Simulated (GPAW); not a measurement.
Runs of GPAW 26.7.0 on Ge. It takes space group P6_3/mmc (No. 194, hexagonal). The conventional cell has a = 3.998 Å, b = 3.998 Å, c = 6.599 Å, α = 90.00°, β = 90.00°, γ = 120.00°. Ge (site symmetry 3m) has 4 Ge at 2.45 to 2.47 Å as nearest neighbours. This isn't the form of Ge at room conditions, which is diamond.

```csv
task,level,potentials or basis,cell,k mesh,band path,band points,gap on the mesh (eV),pressure (GPa),V0 of scaled cells (Å³/atom),B0 (GPa),largest force (eV/Å)
equation of state,LDA,"the program's PAW data sets (release 1.2.1) made for this functional, pw",as given,6 × 6 × 4,-,-,-,-,22.31,70,-
band structure,PBEsol,"PAW data sets generated in the run's folder for this functional, pw",as given,6 × 6 × 4,"GMKGALHA,LM,KH",60,-,0.3,-,-,-
single point,PBEsol,"PAW data sets generated in the run's folder for this functional, pw","atoms moved at random, drawn with an rms of 0.05 Å",8 × 8 × 4,-,-,0.07,0.3,-,-,0.65
band structure,LDA,"the program's PAW data sets (release 1.2.1) made for this functional, pw",as given,6 × 6 × 4,"GMKGALHA,LM,KH",60,-,-1.5,-,-,-
equation of state,PBEsol,"PAW data sets generated in the run's folder for this functional, pw",as given,8 × 8 × 4,-,-,-,-,(b),(a),-
single point,PBEsol,"PAW data sets generated in the run's folder for this functional, pw",as given,8 × 8 × 4,-,-,0.07,0.3,-,-,0.01
```

Alike in all rows: no spin polarisation; cutoff (eV) 600; smearing fermi-dirac 0.05 eV.

Q: Estimate the missing entries.

A: (a) 68; (b) 22.93.

Caveats: the cell was scaled at fixed shape and fractional positions, which overstates the stiffness of a crystal with free parameters, most of all of layers and chains (some runs).

A k mesh can miss the band edges, and the runs leave out spin-orbit coupling on Ge.
